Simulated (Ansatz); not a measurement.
# Band table of AgCl

```xyz
2
Lattice="3.3996 0.0000 0.0000 0.0000 3.3996 0.0000 0.0000 0.0000 3.4340" Properties=species:S:1:pos:R:3 pbc="T T T"
Ag    0.0000    0.0000    0.0000
Cl    1.6998    1.6998    1.7170
```

Atom numbers follow the list: Ag1, Cl2.

The cell is the one relaxed in the Materials Project (mp-726265), not relaxed further here; entries there can be hypothetical. The listed cell was then made from it by scaling, straining or moving an atom.

Computed with DFT, PBEsol, all-electron LAPW, scalar-relativistic in Ansatz 0.2.0.

Settings: a Γ-centred 9×9×9 k mesh, Fermi–Dirac smearing of 0.01 eV, basis error target 1 meV/atom, no spin polarisation.

Path points, in fractions of the reciprocal vectors: Γ (0.000, 0.000, 0.000), X (0.000, 0.500, 0.000), M (0.500, 0.500, 0.000), Z (0.000, 0.000, 0.500), R (0.000, 0.500, 0.500), A (0.500, 0.500, 0.500). Levels in eV from the valence-band top; bands 9 to 19, counted from the lowest band of the run. The gap is 0.41 eV, indirect from Z (0, 0, 0.5) to Γ.

```
# k(1/Å) point b9 b10 b11 b12 b13 b14 b15 b16 b17 b18 b19
0.000 Γ -14.71 -2.86 -2.84 -1.86 -1.86 -1.84 -1.66 -1.57 -1.57 0.41 9.11
0.185 - -14.66 -2.97 -2.83 -2.19 -2.14 -1.94 -1.85 -1.29 -1.24 0.95 9.11
0.370 - -14.54 -3.63 -2.79 -2.53 -2.47 -2.05 -1.84 -0.84 -0.80 1.89 8.97
0.554 - -14.39 -4.45 -2.80 -2.74 -2.73 -1.82 -1.81 -0.43 -0.40 2.85 7.92
0.739 - -14.25 -5.05 -2.97 -2.90 -2.70 -1.81 -1.56 -0.13 -0.11 3.85 6.53
0.924 X -14.19 -5.27 -3.02 -2.95 -2.69 -1.80 -1.46 -0.02 -0.01 4.69 5.52
1.109 - -14.17 -5.16 -3.01 -2.97 -2.64 -1.84 -1.47 -0.36 -0.09 5.11 5.19
1.294 - -14.09 -4.87 -3.17 -2.81 -2.55 -1.94 -1.49 -1.08 -0.27 4.41 6.06
1.479 - -13.99 -4.45 -3.42 -2.56 -2.47 -2.05 -1.71 -1.52 -0.55 3.56 7.13
1.663 - -13.90 -3.99 -3.66 -2.51 -2.31 -2.14 -2.08 -1.53 -0.84 2.93 8.19
1.848 M -13.87 -3.76 -3.76 -2.59 -2.20 -2.17 -2.17 -1.52 -0.98 2.70 8.81
2.110 - -13.94 -4.02 -3.68 -2.48 -2.37 -2.14 -2.00 -1.54 -0.73 3.15 7.86
2.371 - -14.13 -4.14 -3.46 -2.59 -2.45 -2.06 -1.74 -1.58 -0.46 3.85 7.17
2.632 - -14.40 -3.71 -3.18 -2.59 -2.53 -1.97 -1.61 -1.60 -0.59 3.03 8.46
2.894 - -14.62 -2.95 -2.95 -2.47 -2.30 -1.89 -1.58 -1.55 -1.11 1.43 9.14
3.155 Γ -14.71 -2.86 -2.84 -1.86 -1.86 -1.84 -1.66 -1.57 -1.57 0.41 9.11
3.338 - -14.67 -2.99 -2.85 -2.15 -2.15 -2.00 -1.84 -1.24 -1.24 0.94 9.15
3.521 - -14.55 -3.67 -2.81 -2.48 -2.48 -2.07 -1.83 -0.80 -0.80 1.90 8.88
3.704 - -14.40 -4.49 -2.76 -2.74 -2.74 -1.84 -1.81 -0.40 -0.40 2.88 7.84
3.887 - -14.27 -5.07 -2.91 -2.91 -2.72 -1.80 -1.60 -0.11 -0.11 3.89 6.49
4.070 Z -14.22 -5.28 -2.96 -2.96 -2.71 -1.79 -1.50 0.00 0.00 4.75 5.48
4.255 - -14.19 -5.17 -3.02 -2.91 -2.67 -1.83 -1.51 -0.36 -0.06 5.14 5.18
4.440 - -14.11 -4.88 -3.19 -2.75 -2.58 -1.93 -1.53 -1.07 -0.24 4.36 6.14
4.624 - -14.01 -4.45 -3.44 -2.52 -2.50 -2.04 -1.69 -1.55 -0.51 3.49 7.23
4.809 - -13.93 -3.99 -3.69 -2.55 -2.27 -2.13 -2.06 -1.55 -0.78 2.85 8.29
4.994 R -13.89 -3.80 -3.76 -2.62 -2.17 -2.16 -2.14 -1.54 -0.91 2.61 8.81
5.179 - -13.86 -3.90 -3.87 -2.53 -2.52 -1.96 -1.95 -1.54 -0.74 2.68 8.23
5.364 - -13.76 -4.12 -4.10 -3.19 -2.26 -1.53 -1.50 -1.49 -0.49 2.92 7.04
5.548 - -13.64 -4.32 -4.31 -3.86 -1.92 -1.53 -0.93 -0.92 -0.32 3.37 5.82
5.733 - -13.53 -4.46 -4.45 -4.34 -1.63 -1.52 -0.42 -0.40 -0.22 4.02 4.89
5.918 A -13.49 -4.51 -4.51 -4.50 -1.52 -1.51 -0.19 -0.19 -0.17 4.52 4.52
6.179 - -13.57 -4.42 -4.38 -4.20 -1.67 -1.59 -0.66 -0.60 -0.19 3.99 4.95
6.441 - -13.77 -4.33 -4.02 -3.34 -2.03 -1.88 -1.52 -1.22 -0.18 3.80 6.08
6.702 - -14.00 -4.61 -3.55 -2.39 -2.35 -2.04 -2.03 -1.43 -0.14 4.16 6.71
6.964 - -14.16 -5.08 -3.13 -2.79 -2.63 -1.88 -1.50 -0.73 -0.05 4.93 5.54
7.225 Z -14.22 -5.28 -2.96 -2.96 -2.71 -1.79 -1.50 0.00 0.00 4.75 5.48
7.485 - -14.24 -4.97 -2.99 -2.86 -2.67 -1.84 -1.60 -0.46 -0.15 4.12 6.38
7.745 - -14.27 -4.25 -3.21 -2.63 -2.54 -1.96 -1.72 -1.34 -0.40 3.70 7.41
8.005 - -14.26 -4.24 -3.23 -2.62 -2.54 -1.97 -1.72 -1.35 -0.40 3.69 7.41
8.265 - -14.22 -4.96 -3.04 -2.85 -2.65 -1.84 -1.56 -0.48 -0.16 4.09 6.39
8.525 X -14.19 -5.27 -3.02 -2.95 -2.69 -1.80 -1.46 -0.02 -0.01 4.69 5.52
```
